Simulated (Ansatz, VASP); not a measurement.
# One calculation of PtSe2 (Sudovikovite), two programs

The input INCAR:

```
PREC = Accurate
ENCUT = 520
EDIFF = 1E-7
ISMEAR = 0
SIGMA = 0.2
LREAL = F
LASPH = T
NELM = 60
ALGO = Normal
ISIF = 2
LWAVE = F
LCHARG = F
NBANDS = 18
```

KPOINTS

```
Automatic mesh
0
Gamma
  9 9 6
```

POSCAR

```
PtSe2
1.0
    3.7240000000      0.0000000000      0.0000000000
   -1.8620000000      3.2250790000      0.0000000000
    0.0000000000      0.0000000000      5.0620000000
Pt Se
1 2
Direct
    0.0000000000      0.0000000000      0.0000000000
    0.3333333333      0.6666666667      0.2500000000
    0.6666666667      0.3333333333      0.7500000000
```

Input for Ansatz:

```yaml
crystal:
  lattice:
    - [3.724, 0.0, 0.0]
    - [-1.862, 3.225079, 0.0]
    - [0.0, 0.0, 5.062]
  atoms:
    - { symbol: Pt, position: [0.0, 0.0, 0.0] }
    - { symbol: Se, position: [0.3333333333333333, 0.6666666666666666, 0.25] }
    - { symbol: Se, position: [0.6666666666666666, 0.3333333333333333, 0.75] }
kpoints:
  mp_grid:
    grid: [9, 9, 6]
    shift: [0.0, 0.0, 0.0]
hamiltonian:
  xc: lda
scf:
  occupations:
    method: gaussian
    width: 0.2
output:
  forces: true
  stress: true
```

Alike in both runs: task single point; functional LDA; k mesh 9 × 9 × 6; occupations gaussian, width 0.2 eV; no spin polarisation.

```csv
,VASP,Ansatz
version,VASP 6.6.1,Ansatz 0.2.0
potentials or method,"VASP PAW LDA potentials, release 64 (Pt, Se)","plane waves, PAW"
plane-wave cutoff (eV),520,420
valence electrons in the cell,22,50
```

```csv
,VASP,Ansatz,Ansatz less VASP
pressure (GPa),-0.1,-0.5,-0.40
largest component of the traceless stress (GPa),0.91,0.78,-0.125
rms of the force components (eV/Å),0.103,0.080,-0.0237
```

Atom by atom the forces differ by 0.024 eV/Å (rms over components). The two sets of potentials don't hold the same shells in valence.

The runs have no spin-orbit coupling, so splittings on Pt are missing.
